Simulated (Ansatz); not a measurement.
# Squeezing InSb (rocksalt type)

```yaml
crystal:
  lattice:
    - [0.00000, 3.07501, 3.07501]
    - [3.07501, 0.00000, 3.07501]
    - [3.07501, 3.07501, 0.00000]
  atoms:
    - { symbol: In, position: [0.00000, 0.00000, 0.00000] }
    - { symbol: Sb, position: [0.50000, 0.50000, 0.50000] }
```

The cell comes from a relaxation on PAW files under the same functional, begun from a prototype that needn't be the stable phase.

Its volume is scaled at fixed shape and fractional positions.

All numbers are PBE results (scalar-relativistic) from Ansatz 0.2.0, with a Γ-centred 11×11×11 k mesh, Fermi–Dirac smearing of 0.05 eV, no spin polarisation. Methods: LAPW: all electrons, basis error target 1 meV/atom; PAW: frozen-core files, cutoff 420 eV; crystal datasets: all electrons, by PAW datasets that the program makes for each cell; norm-conserving: pseudopotentials, cutoff 1088 eV; PAW (partial waves polarizable): frozen-core files, cutoff 420 eV.

Energies are extrapolated to zero smearing and count from the unscaled cell; pressure is positive in compression; gaps take the mesh and a band path. No temperature or zero-point motion is included.

Spin–orbit coupling is left out, which matters for the heavy atoms.

```json
{"V/V0": "1.00", "V (Å³/atom)": "29.08", "P LAPW (GPa)": "-0.01", "ΔE LAPW (eV/atom)": "0.000", "P PAW − LAPW (GPa)": "-0.01", "ΔE PAW − LAPW (meV/atom)": "0.0"}
{"V/V0": "0.94", "V (Å³/atom)": "27.33", "P LAPW (GPa)": "3.40", "ΔE LAPW (eV/atom)": "0.017", "P PAW − LAPW (GPa)": "-0.01", "ΔE PAW − LAPW (meV/atom)": "-0.1"}
{"V/V0": "0.88", "V (Å³/atom)": "25.59", "P LAPW (GPa)": "?", "ΔE LAPW (eV/atom)": "0.079", "P PAW − LAPW (GPa)": "-0.01", "ΔE PAW − LAPW (meV/atom)": "-0.2"}
{"V/V0": "0.80", "V (Å³/atom)": "23.26", "P LAPW (GPa)": "18.30", "ΔE LAPW (eV/atom)": "0.266", "P PAW − LAPW (GPa)": "-0.01", "ΔE PAW − LAPW (meV/atom)": "-0.3"}
{"V/V0": "0.72", "V (Å³/atom)": "20.94", "P LAPW (GPa)": "34.9", "ΔE LAPW (eV/atom)": "0.641", "P PAW − LAPW (GPa)": "0.00", "ΔE PAW − LAPW (meV/atom)": "-0.3"}
{"V/V0": "0.64", "V (Å³/atom)": "18.61", "P LAPW (GPa)": "63.0", "ΔE LAPW (eV/atom)": "?", "P PAW − LAPW (GPa)": "0.01", "ΔE PAW − LAPW (meV/atom)": "-0.2"}
{"V/V0": "0.55", "V (Å³/atom)": "15.99", "P LAPW (GPa)": "121.5", "ΔE LAPW (eV/atom)": "2.786", "P PAW − LAPW (GPa)": "-0.01", "ΔE PAW − LAPW (meV/atom)": "-0.1"}
```

(1) Give the missing entry: row "0.88", column "P LAPW (GPa)".

(2) What belongs in the row "0.64", column "ΔE LAPW (eV/atom)"?

(3) Fit the Vinet equation to the LAPW pressures over the whole range, with residuals weighted by 1/(|P| + 0.03·Pmax).

(4) From the table, what is the rise of the enthalpy H = E + pV up to the last row, and how stiff is the crystal between the last two rows?

(5) At the smallest volume, how far do crystal datasets and norm-conserving and PAW (partial waves polarizable) lie from LAPW in pressure?

(6) How do the Löwdin populations by LAPW change from the unscaled cell to the last row?

## Answers

(1) 8.27.

(2) 1.333.

(3) V0 = 29.07 Å³/atom, B0 = 46.1 GPa and B0′ = 5.34, and the fit misses no point by more than 0.74 GPa. A fit over so wide a range pins B0 less well than one near rest.

(4) ΔH = 2.786 eV + (121.5 GPa × 15.99 Å³ + 0.01 GPa × 29.08 Å³) × 0.006242 eV/(GPa·Å³) = 14.91 eV/atom, of which pV makes 81 %. The mean bulk modulus there is −ΔP/Δln V = 386 GPa.

(5) crystal datasets: 0.00 GPa; norm-conserving: +0.29 GPa; PAW (partial waves polarizable): -0.01 GPa, on a LAPW pressure of 121.5 GPa.

(6) In 5s 1.33 → 1.05, In 5p 1.80 → 2.22, In 4d 9.99 → 9.95, Sb 5s 1.62 → 1.34, Sb 5p 3.26 → 3.51 electrons an atom. These are projections on the shells that the free atoms fill; 0.03 e a cell lies outside them at the start and 0.06 e at the end.
